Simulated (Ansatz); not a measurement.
The system is ZnS.

```
CELL_PARAMETERS angstrom
0.00000 2.70200 2.70200
2.70200 0.00000 2.70200
2.70200 2.70200 0.00000
ATOMIC_POSITIONS crystal
Zn 0.75000 0.75000 0.75000
S 0.00000 0.00000 0.00000
```

- Program: Ansatz 0.2.0
- Task: relaxation of cell and atoms
- Functional: HF
- Potentials or basis: Ansatz PAW
- Cutoff: 420 eV (not typed: the program's choice for these potentials)
- k mesh: 5 × 5 × 5
- Occupations: fermi-dirac, width 0.05 eV
- Spin: no spin polarisation

At the start: volume 19.73 Å³/atom.

How do energy, volume and symmetry change on relaxing?

It ends after 5 steps and the volume is 21.81 Å³/atom (+10.6 %); space group F-43m (No. 216, to 0.05 Å).

The path:
```tsv
step	energy change (eV)	largest force (eV/Å)	volume (Å³)
1	0.0000	0.0000	39.45
2	-0.0853	0.0000	42.12
3	-0.0946	0.0000	43.40
4	-0.0945	0.0000	43.62
5	-0.1022	0.0000	43.62
```

Final structure:
```
Zn S
1.0
     0.00000    2.79399    2.79399
     2.79399    0.00000    2.79399
     2.79399    2.79399    0.00000
Zn S
1 1
Cartesian
  4.1910 4.1910 4.1910
  0.0000 0.0000 0.0000
```

Caveat: the plane-wave basis is chosen anew once the cell has moved, so the energies of steps on either side of that aren't comparable; the volume moved by +11 % from the deposited cell, more than functionals usually miss; the PAW data sets come from PBE, with cores solved anew for the run's functional, which leaves a small shift of forces and pressure.
